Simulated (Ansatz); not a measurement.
# K: the cost of one run

Program: Ansatz 0.2.0. Level of theory: DFT PBEsol, scalar-relativistic, plane waves, PAW. These are calculated values, not measurements.

## Step 1: The system as given

The structure is cubic, space group Fm-3m (No. 225). The conventional cell has a = 6.784 Å, b = 6.784 Å, c = 6.784 Å, α = 90.00°, β = 90.00°, γ = 90.00°.

Coordinates:

```xyz
1
Lattice="0.0000 3.3919 3.3919 3.3919 0.0000 3.3919 3.3919 3.3919 0.0000" Properties=species:S:1:pos:R:3 pbc="T T T"
K     0.0000    0.0000    0.0000
```

The structure comes from the Materials Project (structure only).

## Step 2: A change within the space group

The change: strain xx, yy, zz, yz, xz, xy = +1.8, +1.8, +1.8, +0.0, +0.0, +0.0 %.

input.yaml

```yaml
crystal:
  lattice:
    - [0.0, 3.4521124792, 3.4521124792]
    - [3.4521124792, 0.0, 3.4521124792]
    - [3.4521124792, 3.4521124792, 0.0]
  atoms:
    - { symbol: K, position: [0.0, 0.0, 0.0] }
basis:
  ecutwfc: 420
kpoints:
  mp_grid: { grid: [12, 12, 12] }
hamiltonian:
  xc: pbesol
scf:
  occupations: { method: gaussian, width: 0.1 }
output:
  forces: true
  stress: true
  eigenvalues: true
```

Command:

```console
> ansatz run input.yaml --threads 1 --pin off --max-ram 1331MiB --backend cpu --events-out ev --progress --plain --runs-dir out
```

What time and memory should one allow on 1 thread of an x86-64 CPU, shared host?

About 3.2 s, with a peak of 0.37 GiB.
